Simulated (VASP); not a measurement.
Wanted: the native input for a VASP 6.6.1 run.

```
Task                   : relaxation of cell and atoms
Functional             : PBE
Dispersion             : MBD
Potentials or basis    : VASP PAW PBE potentials, release 64 (Cd, O)
Cutoff                 : 600 eV
k mesh                 : 10 × 10 × 10
Occupations            : fermi-dirac, width 0.05 eV
Spin                   : no spin polarisation
Further INCAR settings : ALGO = Normal; EDIFF = 1e-06; IBRION = 2; EDIFFG = -0.01; NSW = 60; ISIF = 3
```

The structure of CdO (Monteponite) lies in POSCAR:

```
CdO
1.0
    0.0000000000      2.3495000000      2.3495000000
    2.3495000000      0.0000000000      2.3495000000
    2.3495000000      2.3495000000      0.0000000000
Cd O
1 1
Direct
    0.0000000000      0.0000000000      0.0000000000
    0.5000000000      0.5000000000      0.5000000000
```

One way to write it, as run:

INCAR

```
PREC     = Accurate       # precision mode
ENCUT    = 600            # plane-wave cutoff, eV
EDIFF    = 1E-6           # SCF threshold, eV
ISMEAR   = -1             # smearing method
SIGMA    = 0.05           # smearing width, eV
LREAL    = False          # projectors in reciprocal space
LASPH    = True           # aspherical terms in the spheres
NELM     = 60             # most SCF steps
ALGO     = Normal         # electronic algorithm
ISIF     = 3              # what is computed and relaxed
LWAVE    = False          # write WAVECAR
LCHARG   = False          # write CHGCAR
GGA      = PE             # functional
IVDW     = 202            # dispersion correction
IBRION   = 2              # ionic algorithm
NSW      = 60             # ionic steps
EDIFFG   = -0.01          # ionic threshold
```

KPOINTS

```
Automatic mesh
0
Gamma
  10 10 10
```

Potentials or basis: VASP PAW PBE potentials, release 64 (Cd, O).

The run is started by

```sh
$ cat potpaw_PBE.64/Cd/POTCAR potpaw_PBE.64/O/POTCAR > POTCAR
$ mpirun -np 1 vasp_std > vasp.out
```

It gave:

The relaxed volume is 13.31 Å³/atom. The relaxed cell is a = 3.352 Å, b = 3.352 Å, c = 3.352 Å, α = 60.00°, β = 60.00°, γ = 60.00° and the space group after relaxing (to 0.05 Å) is Fm-3m (No. 225). The energy gained by relaxing is 4.3 meV/atom, the ionic steps are 4 and the pressure after relaxing is 0.0 GPa. The band gap on the k mesh is none (metal or under the smearing width). The hirshfeld charges are Cd +0.37; O -0.37 e and the dispersion energy per atom is -0.299 eV.

Caveat: this crystal is a semiconductor, whose small gap the functional closes, so the metal is an error of the method.

Wall time 50 s on 1 thread of Intel(R) Xeon(R) 6975P-C (Granite Rapids) (shared host), peak memory 0.17 GiB.
